## Why late transition metals soften: size, electron density or d-band filling

Cobalt is the row that looks wrong. Going from group 8 to group 9 adds one electron and costs little room in the heavier periods, where the volume per atom $V$ grows by 3.8 % from Ru to Rh and by 0.8 % from Os to Ir. From Fe to Co it grows by 14.2 %, and the bulk modulus $B = -V\,dP/dV$ drops to 0.63 of the iron value. Cobalt is also the first row that carries a magnetic moment, while iron was run without spin polarisation, so this step joins two different states.

Metals of groups 8 to 12 in the diamond structure, each in the lowest-energy state of the magnetic starts tried. They were computed with Ansatz 0.2.0 using DFT with the RPBE functional, scalar-relativistic PAW, a 420 eV plane-wave cutoff and Fermi-Dirac smearing. Volumes, bulk moduli and pressure derivatives come from equation-of-state runs at scaled volumes.

| element | Z | valence electrons | smearing width | k mesh | volume per atom, RPBE (Å³) | bulk modulus, RPBE (GPa) | bulk modulus pressure derivative, RPBE | largest site moment, RPBE (μB) | magnetic order, RPBE | neighbour distance, RPBE (Å) |
| --- | --- | --- | --- | --- | --- | --- | --- | --- | --- | --- |
| Fe | 26 | 8 | 0.1 eV | 12×12×12 | 14.83 | 144 | 4.50 | 0.00 | no spin polarisation | 2.129 |
| Co | 27 | 9 | 0.05 eV | 12×12×12 | 16.94 | 91.4 | 4.98 | 1.78 | ferromagnetic | 2.225 |
| Ni | 28 | 10 | 0.05 eV | 12×12×12 | 17.20 | 80.0 | 4.93 | 0.85 | ferromagnetic | 2.236 |
| Cu | 29 | 11 | 0.1 eV | 11×11×11 | 20.17 | 44.8 | 5.19 | 0.00 | no spin polarisation | 2.358 |
| Zn | 30 | 12 | 0.1 eV | 10×10×10 | 26.66 | 18.1 | 5.43 | 0.00 | no spin polarisation | 2.586 |
| Ru | 44 | 8 | 0.1 eV | 11×11×11 | 20.64 | 153 | 4.78 | 0.00 | no spin polarisation | 2.376 |
| Rh | 45 | 9 | 0.1 eV | 11×11×11 | 21.42 | 117 | 5.34 | 0.00 | no spin polarisation | 2.409 |
| Pd | 46 | 10 | 0.05 eV | 10×10×10 | 25.58 | 55.6 | 5.43 | 0.45 | ferromagnetic | 2.553 |
| Ag | 47 | 11 | 0.1 eV | 10×10×10 | 32.46 | 21.2 | 5.80 | 0.00 | no spin polarisation | 2.761 |
| Cd | 48 | 12 | 0.1 eV | 9×9×9 | 42.50 | 6.0 | 8.64 | 0.00 | no spin polarisation | 3.021 |
| Os | 76 | 8 | 0.1 eV | 11×11×11 | 21.71 | 196 | 4.65 | 0.00 | no spin polarisation | 2.416 |
| Ir | 77 | 9 | 0.1 eV | 11×11×11 | 21.89 | 174 | 5.12 | 0.00 | no spin polarisation | 2.425 |
| Pt | 78 | 10 | 0.1 eV | 11×11×11 | 24.70 | 102 | 5.56 | 0.00 | no spin polarisation | 2.524 |
| Au | 79 | 11 | 0.1 eV | 10×10×10 | 30.73 | 41.3 | 6.27 | 0.00 | no spin polarisation | 2.713 |

These are RPBE results for metals held in the diamond structure, an open four-neighbour lattice that isn't their ground state and may not be dynamically stable. The PAW datasets were made for PBE rather than RPBE, and zero-point motion is left out, so the volumes and moduli carry an error that these runs don't measure. The same runs show every row to be metallic. In each period $V$ rises and $B$ falls at every step from group 8 onwards. The neighbour distance $d$ is fixed by the geometry, $V = 8d^3/(3\sqrt3)$, and $B' = dB/dP$ measures how fast a solid stiffens under compression.

### First explanation: big atoms are soft

A modulus is an energy per volume, so it is tempting to say that cobalt is soft because it is swollen, and that one curve $B \propto V^m$ serves the whole table. The numbers reject the single curve. Copper and osmium differ in volume by only 7.6 %, yet their moduli are 44.8 and 196 GPa. One power law fitted to all rows misses the tabulated $B$ by 69 % in the root mean square.

A weaker form survives. With a separate prefactor for each period and one common exponent, $m = -4.12$, the root-mean-square error relative to the table falls to 9 %, and cobalt lies within 2 % of the curve. Cobalt's modulus is thus ordinary for a 3d metal of that volume, and the oddity of the row sits in $V$. The fit describes a correlation, though, and leaves open why the volume grows and why each period has its own curve.

### Second explanation: a stiff electron gas

A free-electron gas resists compression through its kinetic energy, with $B = \tfrac23 nE_F$, where $n = N/V$ is the density of the $N$ valence electrons of the table and $E_F$ the Fermi energy of that gas. Iron and copper decide the matter by themselves. Their densities are 0.539 and 0.545 Å⁻³, almost equal, while $B$ differs by a factor of 3.2. The formula also overshoots every row, by a factor of 3.8 at the least, partly because it counts d electrons, which are bound close to the atoms, as free, and partly because it leaves out exchange, correlation and the pull of the ions: with only its two s and p electrons counted, cadmium still comes out about 4 times too stiff.

### Third explanation: filling the d band

The d orbitals of neighbouring atoms overlap into a band whose lower half is bonding and whose upper half is antibonding. From group 8 onwards the band is more than half full, and each electron added until the shell is full at group 11 enters an antibonding state and cancels part of the attraction. If the repulsion, which comes from the ion cores and the squeezed s and p electrons, stays roughly where it was, the atoms drift apart until the weaker pull balances a weaker push. The repulsive wall is flatter at the larger distance, and the solid is softer there. In this picture filling is the cause and volume is the route by which it reaches the modulus.

The Friedel model counts the attraction. Take ten d states spread evenly over a width $W$ about the atomic level and fill the lowest $N_d$ of them:

$$E_d = \frac{10}{W}\int_{-W/2}^{-W/2 + WN_d/10} \varepsilon\, d\varepsilon = -\frac{W}{20}\,N_d(10 - N_d).$$

One electron per atom is assumed to sit in s and p states, so $N_d = N - 1$ up to the full shell. The factor $N_d(10-N_d)$ then runs 21, 16, 9, 0 over groups 8 to 11.

The link to $B$ comes from an energy per atom with a repulsion and an attraction, $E(d) = Ae^{-pd} - Fe^{-qd}$ with $p > q$, where $F$ shrinks as the band fills. Setting $dE/dd = 0$ gives $pAe^{-pd} = qFe^{-qd}$. The curvature at the minimum can then be written in two ways, $E'' = p(p-q)Ae^{-pd} = pq\,U$, with $U$ the depth of the well. Since $V \propto d^3$, the modulus at zero pressure is $B = d^2E''/9V$.

The first form of $E''$ explains the surviving power law. If $A$, $p$ and $q$ are shared within a period, $B \propto e^{-pd}/d$ along the row, and the exponent is $|m| = (pd+1)/3$. One more derivative gives $B' = 1 + (p+q)d/3$ for a single element, which exceeds $|m|$. The inequality holds in all three periods; for 5d the fitted $|m|$ is 4.37 and the mean $B'$ is 5.40. The sizes are less kind. Taken literally, these two numbers give $pd \approx 12$ and $qd \approx 1$, an attraction that hardly decays with distance, and through the second form of $E''$ a well about 18 eV deep for osmium. A wall shared exactly within a period gets the sign right but not the size.

The same inequality can be followed step by step. One brings two neighbours to a common volume along their own Birch-Murnaghan curves, which reproduce the pressures of the same runs at $0.88\,V$ to 5.4 % or better. At a fixed distance the attraction lowers the modulus, so the later element, with less attraction, should be the stiffer one. Palladium has 0.48 of the modulus of rhodium when each sits at its own volume, but 1.25 times as much at their mean volume. In such a step the expansion accounts for more than the whole softening. The sign does not single out filling, though: a wall that moved outwards at unchanged attraction would also make the later element stiffer at the common volume.

Eight of the eleven steps go this way. The pressure check covers compression only, though, while the earlier element of each pair has to be expanded to the mean volume, by 13 to 15 % for Cu to Zn, Pd to Ag and Ag to Cd. Four of the eight steps, Fe to Co, Ni to Cu, Rh to Pd and Pd to Ag, also compare a spin-polarised run with an unpolarised one, and in Cu to Zn and Ag to Cd the d shell is already full, so filling does not change. That leaves Ir to Pt and Pt to Au as like-for-like cases. The exceptions are the three steps with little change of volume, Ru to Rh, Os to Ir and Co to Ni, where the later element is softer by 6 to 8 %. A strictly fixed wall fails there. A likely reason, untested here, is that the orbitals contract as the nuclear charge rises, which pulls the wall inwards.

### How far the parabola is confirmed

The second form of $E''$ gives $BV = pq\,d^2U/9$. Let $U$ be an s-p part plus the d-band part, and treat $pq\,d^2$ and $W$ as constant within a period, which is crude because the band narrows as the lattice expands. Then

$$BV \approx a + b\,N_d(10 - N_d).$$

The constants $a$ and $b$ were fitted per period to the nine unpolarised rows of groups 8 to 11, with the magnetic rows and group 12 held out; the printed output after the text lists every residual.

Rhodium, one of the fitted rows, serves as the worked case, with the 4d constants and 1 eV Å⁻³ = 160.2 GPa:

$$BV = 4.24 + 0.73 \times 16 = 15.9\ \text{eV}, \qquad B = \frac{15.9}{21.42} \times 160.2 = 119\ \text{GPa}.$$

The table has 117 GPa, so the model is 2 % high. The computed volume went in as an input, and the model doesn't predict it.

This agreement proves less than it seems to. Six constants meet nine rows, and the 3d pair Fe and Cu is matched exactly by construction. The parabola leaves 2 % root-mean-square error against 6 % for a straight line in $N$ fitted in the same way, a preference that rests on three spare rows. The numbers show firmly that $BV$ falls as the count rises, and only weakly that it falls along a parabola.

Group 12 lies outside the model. Zinc has the same full shell as copper and is assigned the same $BV$, 87 % above the table, and cadmium is overestimated by 166 %. Standard chemistry names the reason: the d shell sinks towards the core and the atom has a closed s² shell, so the constant $a$ itself shrinks. Cadmium is so soft that the energy differences behind its $B'$ of 8.64 are a few meV per atom, and that value should not be interpreted.

### The step between periods

Filling explains the fall along a row, and the constants of each period have to come from elsewhere. A 4d atom has a larger core than a 3d atom, its wall stands further out, and at a given volume it is stiffer, by a factor of 3.28 in the per-period power law, a figure that also mixes in filling, since at equal volume it sets different groups such as Ru and Cu side by side. The 5d atoms stay close to 4d in volume, with gold 5.3 % smaller than silver, which is the familiar work of the lanthanide contraction and the scalar-relativistic contraction of the 6s orbital. At a common volume each 5d metal is still 1.40 to 1.67 times as stiff as its 4d partner, so size alone doesn't account for the difference. Spin-orbit coupling, which matters most for these 5d rows, is left out of the calculation.

### Back to cobalt

Fe and Cu fix the 3d constants as $a = 5.64$ eV and $b = (13.33 - 5.64)/21 = 0.366$ eV. For cobalt, which was not fitted, they give

$$BV = 5.64 + 0.366 \times 16 = 11.5\ \text{eV},$$

19 % above the 9.66 eV that follows from the table.

A moment acts on top of filling, and the same band model gives its direction. Each spin has five states, and a moment $\mu$ (in $\mu_B$) puts $(N_d \pm \mu)/2$ electrons into them. Summing the two half-bands turns $N_d(10-N_d)$ into $N_d(10-N_d) - \mu^2$, because polarisation pushes majority electrons into the most antibonding states. With the site moment of 1.78 $\mu_B$ cobalt loses about 3 of its 16 units, an effect of the same order as the shortfall. Weaker bonding also means a larger volume, which is the direction the row shows; whether the size matches is not tested here.

The magnetic reading of cobalt remains an argument, which a non-magnetic cobalt curve would test. Palladium warns against taking it as settled: the parabola overshoots it by 22 %, while its moment of 0.45 $\mu_B$ removes only 0.2 of 9 units. That moment belongs to diamond-structure palladium under a gradient-corrected functional, a class known to overstate magnetism in this element. The straight line also halves both misfits roughly, so part of each may reflect the assumed shape of the band. The assumed count is as uncertain: the moment of palladium falls as the cell expands, from 0.95028 to 0.91134 $\mu_B$ per cell between 0.88 and 0.96 of the relaxed volume, and if it measures the d holes of a saturated magnet, $N_d$ is near 9.5 and the factor near 4, which would turn the overshoot into an undershoot. The magnetic rows used a narrower smearing as well, and the curve of iron, the baseline of the step, was run without spin polarisation. Its smearing entropy at the relaxed volume implies only about 1.3 states per eV per atom at the Fermi level, so a Stoner instability would need an exchange parameter above about 1.5 eV, more than is usual for a 3d metal; this supports the zero moment at that volume but does not exclude a magnetic state at a larger one.

Numerical output:

```
rounding of B at most 0.8 %; V against 8d^3/(3 sqrt3) within 0.5 %
A1 one law B ~ V^m (2 constants): m = -2.79, rms 69 %, worst Zn +136 %
A2 prefactor per period (4): m = -4.12, 4d/3d x3.28, 5d/4d x1.64, rms 9 %, worst Zn -21 %
B1 free gas (2/3) n E_F over table B: x3.8 (Os) to x79 (Cd)
B2 B ~ n^m: one law m = 2.12, rms 137 %, worst Cd +350 %; per period m = 7.34, rms 44 %, worst Cu +74 %
C1 BV = a + b Nd(10-Nd), eV, 3d 4d 5d: a [5.64 4.24 7.92], b [0.37 0.73 0.92]; 9 rows, 6 constants, rms 2 %, worst Ir -5 %
C2 BV = a + b (11-N), eV, 3d 4d 5d: a [5.64 4.52 8.9 ], b [2.56 5.21 6.4 ]; 9 rows, 6 constants, rms 6 %, worst Au +12 %
el  Nd(10-Nd) n[1/A^3] BV[eV] | model/table-1 in %: A1 A2 B2(period) C1 C2 | P(0.88V) fit/run-1 % (* not in C fits)
Fe   21 0.539  13.33 |   +52   +12   -50    +0    -0 | +1.2
Co*  16 0.531   9.66 |   +66    +2   -30   +19   +11 | +4.1
Ni*   9 0.581   8.59 |   +81    +9   +56    +4    -4 | +0.5
Cu    0 0.545   5.64 |  +108    +1   +74    -0    +0 | +0.1
Zn*   0 0.450   3.01 |  +136   -21    +5   +87    +2 | -4.0
Ru   21 0.388  19.71 |   -43   -12   -54    -1    +2 | +0.5
Rh   16 0.420  15.64 |   -33    -1   +10    +2    -4 | +3.8
Pd*   9 0.391   8.88 |   -14    +0   +36   +22   +10 | +0.8
Ag    0 0.339   4.30 |   +17    -1   +25    -1    +5 | -2.6
Cd*   0 0.282   1.59 |   +94   +15   +16  +166  -143 | -5.4
Os   21 0.368  26.56 |   -61    -8   -59    +3    +6 | +0.6
Ir   16 0.411  23.77 |   -57    +0    +2    -5    -9 | +2.4
Pt    9 0.405  15.72 |   -48    +4   +55    +3    -3 | +1.1
Au    0 0.358   7.92 |   -30    +4   +56    +0   +12 | +0.5
pair: V change, B ratio, d lnB/d lnV, B ratio at the common mean volume (stretch; ! beyond the 12 % compression computed)
Fe->Co: V +14.2 %, B x0.63,   -3.4, x1.19 (7 %)
Co->Ni: V  +1.5 %, B x0.88,   -8.7, x0.94 (1 %)
Ni->Cu: V +17.3 %, B x0.56,   -3.6, x1.26 (8 %)
Cu->Zn: V +32.2 %, B x0.40,   -3.2, x1.83 (15 %!)
Ru->Rh: V  +3.8 %, B x0.76,   -7.2, x0.92 (2 %)
Rh->Pd: V +19.4 %, B x0.48,   -4.2, x1.25 (9 %)
Pd->Ag: V +26.9 %, B x0.38,   -4.0, x1.48 (13 %!)
Ag->Cd: V +30.9 %, B x0.28,   -4.7, x1.84 (14 %!)
Os->Ir: V  +0.8 %, B x0.89,  -14.4, x0.92 (0 %)
Ir->Pt: V +12.8 %, B x0.59,   -4.4, x1.12 (6 %)
Pt->Au: V +24.4 %, B x0.40,   -4.1, x1.48 (12 %)
Cu->Ru: V  +2.3 %, B x3.42,      -, x3.83 (1 %)
Cu->Os: V  +7.6 %, B x4.38,      -, x6.29 (4 %)
Ru->Os: V  +5.2 %, B x1.28,      -, x1.63 (3 %)
Rh->Ir: V  +2.2 %, B x1.49,      -, x1.67 (1 %)
Pd->Pt: V  -3.4 %, B x1.83,      -, x1.51 (2 %)
Ag->Au: V  -5.3 %, B x1.95,      -, x1.40 (3 %)
3d group 8->11: V x1.36, B /3.2; share of lnV rise at 9, 10: 0.43, 0.48; fitted m -3.55, mean B' (8-11) 4.90
4d group 8->11: V x1.57, B /7.2; share of lnV rise at 9, 10: 0.08, 0.47; fitted m -4.38, mean B' (8-11) 5.34
5d group 8->11: V x1.42, B /4.7; share of lnV rise at 9, 10: 0.02, 0.37; fitted m -4.37, mean B' (8-11) 5.40
```
